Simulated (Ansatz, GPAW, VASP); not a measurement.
ZnS: programs and potentials compared

```xyz
2
Lattice="0.0000 2.7020 2.7020 2.7020 0.0000 2.7020 2.7020 2.7020 0.0000" Properties=species:S:1:pos:R:3 pbc="T T T"
Zn    4.0530    4.0530    4.0530
S     0.0000    0.0000    0.0000
```

Alike in all runs: task single point; functional PBE; k mesh 9 × 9 × 9; occupations gaussian, width 0.015 eV; no spin polarisation; no spin-orbit coupling. Pressure is positive in compression and, in plane waves, holds the error of the finite cutoff.

```tsv
program and potentials	plane-wave cutoff (eV)	notes	pressure (GPa)
Ansatz, all-electron LAPW, scalar-relativistic	-	-	?
GPAW, GPAW PAW data sets (gpaw-data 1.2.1)	600	-	1.62
VASP, PBE PAW files S, Zn, 520 eV	520	-	1.78
```

Task: Estimate from the other rows what the run with Ansatz, all-electron LAPW, scalar-relativistic gave.

Result: Pressure 1.61 GPa. The other rows, which needn't bracket it: pressure 1.62 to 1.78.
